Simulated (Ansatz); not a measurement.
CoO:

```
CELL_PARAMETERS angstrom
-1.50800 1.50800 2.10725
1.50800 -1.50800 2.10725
1.50800 1.50800 -2.10725
ATOMIC_POSITIONS crystal
Co 0.00000 0.00000 0.00000
O 0.50000 0.50000 0.00000
```

* Program: Ansatz 0.2.0
* Task: relaxation of cell and atoms
* Functional: PBE
* Potentials or basis: Ansatz PAW
* Cutoff: 420 eV (not typed: the program's choice for these potentials)
* k mesh: 12 × 12 × 12
* Occupations: fermi-dirac, width 0.05 eV
* Spin: collinear spin, ferromagnetic start
* Starting moments: [2.0, 0.0] μB
* Hubbard terms: Co d U = 2 eV

At the start: volume 9.58 Å³/atom.

Question: How do energy, volume and symmetry change on relaxing?

Answer: It ends after 20 steps and the volume is 10.02 Å³/atom (+4.5 %); space group R-3m (No. 166, to 0.05 Å); moment 3.00 μB per cell.

Step by step:
```csv
step,energy change (eV),largest force (eV/Å),volume (Å³)
1,0.0000,0.0000,19.17
2,-0.0210,0.0000,19.52
3,-0.0441,0.0000,19.92
4,-0.0467,0.0000,19.97
5,-0.0469,0.0000,19.98
6,-0.0551,0.0000,19.98
7,-0.0554,0.0000,20.08
8,-0.0553,0.0000,20.09
9,-0.0559,0.0000,20.09
10,-0.0559,0.0000,20.10
11,-0.0559,0.0000,20.10
12,-0.1734,0.0000,20.10
13,-0.1816,0.0000,20.09
14,-0.1977,0.0000,19.88
15,-0.1978,0.0000,20.05
16,-0.1980,0.0000,20.03
17,-0.1991,0.0000,20.03
18,-0.1992,0.0000,20.04
19,-0.1992,0.0000,20.04
20,-0.1992,0.0000,20.04
```

Final structure:
```
Co O
1.0
    -1.53111    1.50214    2.14575
     1.53111   -1.53210    2.16719
     1.53111    1.53210   -2.16719
Co O
1 1
Direct
  0.00000 0.00000 0.00000
  0.50000 0.50000 0.00000
```

Caveat: the magnetic or orbital state may not be the lowest; the plane-wave basis is chosen anew once the cell has moved, so the energies of steps on either side of that aren't comparable; the pressure holds a Pulay correction of +0.7 GPa for the finite cutoff; a cell with one magnetic atom can't hold antiferromagnetic order, which such compounds often take.
